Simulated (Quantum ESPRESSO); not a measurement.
NaCl under changes of volume

One of the cells (21.478 Å³/atom); the others are scaled copies at fixed shape and fractional positions:

```
Cl Na
1.0
     3.50219    0.00000    0.00000
     0.00000    3.50219    0.00000
     0.00000    0.00000    3.50219
Cl Na
1 1
Cartesian
  1.7511 1.7511 1.7511
  0.0000 0.0000 0.0000
```

Measurements of this composition are mostly on another form, of space group No. 225.

| Quantity | Value |
| --- | --- |
| Program | Quantum ESPRESSO 7.5 |
| Functional | PBE |
| Potentials or basis | SSSP 1.3 efficiency PBE |
| Cutoff | 748 eV |
| Density cutoff | 5987 eV |
| k mesh | 8 × 8 × 8 |
| Occupations | fermi-dirac, width 0.05 eV |
| Spin | no spin polarisation |

```csv
volume (Å³/atom),energy over the lowest point (meV/atom),pressure (GPa),gap on the mesh (eV)
20.189,8.74,2.1,4.19
20.619,4.10,1.4,4.12
21.048,1.25,0.8,4.05
21.478,0.00,0.2,3.98
21.907,0.17,-0.3,3.91
22.337,1.62,-0.8,3.85
22.766,?,?,?
```

**Question.** What does the run at 22.766 Å³/atom give?

**Answer.** Energy over the lowest point 4.21 meV/atom; pressure -1.2 GPa; gap on the mesh 3.79 eV.

Worked out: A Birch-Murnaghan fit of order 3 (a polynomial in V^(-2/3)) to the other rows has its minimum at 21.64 Å³/atom with B0 = V·E''(V) = 26 GPa and B' = 4.7. It gives 4.20 meV/atom at 22.766 Å³/atom, against the run's 4.21, and -dE/dV = -1.2 GPa, against -1.2. A straight line through the other rows of the gap, of slope -3.39 eV per unit of ln V, extrapolates to 3.78 eV, against the run's 3.79.

Energies are extrapolated to zero smearing.

A mesh can miss the band edges.
